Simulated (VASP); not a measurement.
# SrO (Imm2) in VASP: a series of runs

One crystal, SrO, is run at these levels: PBE; tasks: single point.

Everything below comes from runs of VASP 6.6.1. Logs are shortened: lines on timing, memory, paths and dates and some standing lists are left out, and cuts for length are marked.

## Step 1: The cell of the first run

It takes space group Imm2 (No. 44, orthorhombic). Conventional cell: a = 3.673 Å, b = 5.195 Å, c = 3.673 Å, α = 90.00°, β = 90.00°, γ = 90.00°. Sr (site symmetry mm2) is surrounded by 6 O at 2.48 to 2.72 Å. O (site symmetry mm2) has 6 Sr at 2.48 to 2.72 Å as nearest neighbours.

Measurements of this composition are mostly on another form, of space group No. 225.

## Step 2: Single point, PBE

Contents of INCAR:

```
  ALGO = Normal
  EDIFF = 1E-6
  ENCUT = 520
  GGA = PE
  ISIF = 2
  ISMEAR = 0
  LASPH = True
  LCHARG = True
  LELF = True
  LREAL = False
  LVHAR = True
  LWAVE = False
  NBANDS = 15
  NELM = 100
  PREC = Accurate
  SIGMA = 0.05
```

Contents of KPOINTS:

```
k-points
0
Gamma
  8 8 8
```

Contents of POSCAR:

```
SrO
1.0
    0.0000000000      2.5973917585      2.5973917585
    2.5973917585      0.0000000000      2.5973917585
    2.5973917585      2.5973917585      0.0000000000
Sr O
1 1
Direct
    0.0000000000      0.0000000000      0.0000000000
    0.4523584818      0.5000000000      0.5000000000
```

Potentials or basis: VASP PAW PBE potentials, release 64 (Sr_sv, O).

Run with:

```console
cat potpaw_PBE.64/Sr_sv/POTCAR potpaw_PBE.64/O/POTCAR > POTCAR
mpirun -np 1 vasp_std > vasp.out
```

OUTCAR:

```text
EDIFF = 1E-6
   ENCUT = 520
   GGA = PE
   ISIF = 2
   ISMEAR = 0
   LASPH = True
   LREAL = False
   NELM = 100
   PREC = Accurate

 ion  position               nearest neighbor table
   1  0.000  0.000  0.000-   2 2.48   2 2.48   2 2.60   2 2.60   2 2.72   2 2.72
   2  0.452  0.500  0.500-   1 2.48   1 2.48   1 2.60   1 2.60   1 2.72   1 2.72

  LATTYP: Found a face centered cubic cell.
 ALAT       =     5.1947835170

  Lattice vectors:

 A1 = (   0.0000000000,   2.5973917585,   2.5973917585)
 A2 = (   2.5973917585,   0.0000000000,   2.5973917585)
 A3 = (   2.5973917585,   2.5973917585,   0.0000000000)

Analysis of symmetry for initial positions (statically):
=====================================================================
 Subroutine PRICEL returns:
 Original cell was already a primitive cell.

 Routine SETGRP: Setting up the symmetry group for a
 face centered cubic supercell.

 Subroutine GETGRP returns: Found  4 space group operations
 (whereof  4 operations were pure point group operations)
 out of a pool of 48 trial point group operations.

The static configuration has the point symmetry C_2v.

Analysis of symmetry for dynamics (positions and initial velocities):
=====================================================================
 Subroutine PRICEL returns:
 Original cell was already a primitive cell.

 Routine SETGRP: Setting up the symmetry group for a
 face centered cubic supercell.

 Subroutine GETGRP returns: Found  4 space group operations
 (whereof  4 operations were pure point group operations)
 out of a pool of 48 trial point group operations.

The dynamic configuration has the point symmetry C_2v.

 Subroutine INISYM returns: Found  4 space group operations
 (whereof  4 operations are pure point group operations),
 and found     1 'primitive' translations

----------------------------------------------------------------------------------------

                                     Primitive cell

  volume of cell :      35.0463

  direct lattice vectors                    reciprocal lattice vectors
     0.000000000  2.597391759  2.597391759    -0.192500803  0.192500803  0.192500803
     2.597391759  0.000000000  2.597391759     0.192500803 -0.192500803  0.192500803
     2.597391759  2.597391759  0.000000000     0.192500803  0.192500803 -0.192500803

  length of vectors
     3.673266652  3.673266652  3.673266652     0.333421172  0.333421172  0.333421172

  position of ions in fractional coordinates (direct lattice)
[... 85 lines left out ...]
   ISIF   =      2    stress and relaxation
   ISYM   =      2    0-nonsym 1-usesym 2-fastsym
   POTIM  = 0.5000    time-step for ionic-motion
   TEBEG  =    0.0;   TEEND  =   0.0 temperature during run
   PSTRESS=    0.0 pullay stress
   NELECT =      16.0000    total number of electrons
   NUPDOWN=      -1.0000    fix difference up-down
   EMIN   =  10.00;   EMAX   =-10.00  energy-range for DOS
   EFERMI =   0.00;   METHOD = LEGACY
   ISMEAR =     0;   SIGMA  =   0.05  broadening in eV -4-tet -1-fermi 0-gaus
   EFERMI_NEDOS =   21; number of points for ismear=-14 and -15
   IALGO  =     38    algorithm
   IMIX   =      4    mixing-type and parameters
     AMIX     =   0.40;   BMIX     =  1.00
     AMIX_MAG =   1.60;   BMIX_MAG =  1.00
  volume/ion in A,a.u.               =      17.52       118.25
  Fermi-wavevector in a.u.,A,eV,Ry     =   1.260571  2.382134 21.620197  1.589040
  Thomas-Fermi vector in A             =   2.394074
   LORBIT       =      0    0 simple, 1 ext, 2 COOP (PROOUT), +10 PAW based schemes
   GGA     = PE    functional components
   LHFCALC =     F    Hartree Fock is set to
   AEXX    =    0.0000 exact exchange contribution
   IVDW    =     0    specifies the selected vdW correction
   LEPSILON=     F    determine dielectric tensor
   LRPA    =     F    only Hartree local field effects (RPA)
 non-spin polarized calculation
 Gauss-broadening in eV      SIGMA  =   0.05
  energy-cutoff  :      520.00
  volume of cell :       35.05
 maximum number of plane-waves:       960
   NGX = 13   NGY = 13   NGZ = 13

 number of electron      16.0000001 magnetization

 Free energy of the ion-electron system (eV)
  ---------------------------------------------------
  ext. energy  EPLUGINS =         0.00000000
  ---------------------------------------------------
  free energy    TOTEN  =       -12.02390066 eV

  energy without entropy =      -12.02390066  energy(sigma->0) =      -12.02390066

 E-fermi :   1.6987     XC(G=0):  -9.8749

 val. band max:        1.4530963401   @ k =   0.0000   0.0000   0.0000
 cond. band min:       4.9173390061   @ k =   0.5000   0.5000   0.0000
 fundamental gap:      3.4642426661
 Fermi energy:         1.6987076533

 k-point     1 :       0.0000    0.0000    0.0000
  band No.  band energies     occupation
      1     -30.9556      2.00000
      2     -13.6284      2.00000
      3     -12.6258      2.00000
      4     -12.6255      2.00000
      5     -12.5489      2.00000
      6       1.4342      2.00000
      7       1.4370      2.00000
      8       1.4531      2.00000
      9       5.2673      0.00000
     10       7.6686      0.00000
     11       7.7860      0.00000
     12       7.7941      0.00000
     13       9.8200      0.00000
     14       9.9070      0.00000
[... 401 lines left out ...]
      2     -14.8770      2.00000
      3     -12.8448      2.00000
      4     -12.7083      2.00000
      5     -11.5895      2.00000
      6      -0.3307      2.00000
      7       0.4728      2.00000
      8       0.6930      2.00000
      9       7.7629      0.00000
     10       8.7795      0.00000
     11       9.9635      0.00000
     12      10.4658      0.00000
     13      12.6606      0.00000
     14      13.1787      0.00000
     15      15.4863      0.00000

 [... further k-points ...]
[... 5 lines left out ...]
  --------------------------------------------------------------------------------------
  -------------------------------------------------------------------------------------
  Total        0.0547529      0.3886284      0.3886284      0.0000000     -0.0415957      0.0000000
  in kB        2.5030839     17.7665335     17.7665335      0.0000000     -1.9015877      0.0000000
  external PRESSURE =      12.6787169 kB  Pullay stress =       0.0000000 kB

 VOLUME and BASIS-vectors are now :
 -----------------------------------------------------------------------------
  energy-cutoff  :      520.00
  volume of cell :       35.05
      direct lattice vectors                 reciprocal lattice vectors
     0.000000000  2.597391759  2.597391759    -0.192500803  0.192500803  0.192500803
     2.597391759  0.000000000  2.597391759     0.192500803 -0.192500803  0.192500803
     2.597391759  2.597391759  0.000000000     0.192500803  0.192500803 -0.192500803

 POSITION                                       TOTAL-FORCE (eV/Angst)
 -----------------------------------------------------------------------------------
      0.00000      0.00000      0.00000         0.000000     -0.260015     -0.260015
      2.59739      2.47365      2.47365        -0.000000      0.260015      0.260015
 -----------------------------------------------------------------------------------
    total drift:                                0.000000     -0.000133     -0.000133

  FREE ENERGIE OF THE ION-ELECTRON SYSTEM (eV)
  ---------------------------------------------------
  free  energy   TOTEN  =       -12.0239006584 eV

  energy  without entropy=      -12.0239006584  energy(sigma->0) =      -12.02390066
```

stdout:

```text
POSCAR found type information on POSCAR SrO
 POSCAR found :  2 types and       2 ions
 scaLAPACK will be used
 LDA part: xc-table for (Slater+PW92), standard interpolation
 POSCAR, INCAR and KPOINTS ok, starting setup
 FFT: planning ... GRIDC
 FFT: planning ... GRID_SOFT
 FFT: planning ... GRID
 WAVECAR not read
 entering main loop
```

Wall time 49 s (1 thread of Intel Xeon Platinum 8488C (Sapphire Rapids), shared host); peak memory 0.19 GiB.

Results:

| Item | Value |
| --- | --- |
| Free energy | -12.0239 eV |
| Pressure | 1.3 GPa |
| Largest force | 0.368 eV/Å |
| Band gap on the k mesh | 3.46 eV, indirect (least direct gap 3.52 eV) |

Forces in eV/Å, atoms in the order of the input:
```
Sr   0.000 -0.260 -0.260
O    0.000  0.260  0.260
```

Levels at points of the mesh, in eV from the valence-band top:
```tsv
k point	band 4	band 5	band 6	band 7	band 8	band 9	band 10	band 11	band 12	band 13
(0.00, 0.00, 0.00)	-14.08	-14.00	-0.02	-0.02	0.00	3.81	6.22	6.33	6.34	8.37
(0.50, 0.00, 0.00)	-14.16	-12.92	-2.04	-1.04	-1.02	6.46	8.23	8.73	8.91	11.58
(0.00, 0.50, 0.00)	-14.16	-12.87	-2.04	-1.00	-0.96	6.44	7.95	8.69	8.95	11.58
(0.50, 0.50, 0.00)	-14.41	-14.24	-0.41	-0.14	-0.05	3.46	7.55	10.05	10.08	10.92
(0.00, 0.50, 0.50)	-14.41	-14.20	-0.44	-0.20	-0.07	3.57	7.56	10.10	10.19	10.93
```

A k mesh can miss the band edges.

(Continued in part 2 of 2.)
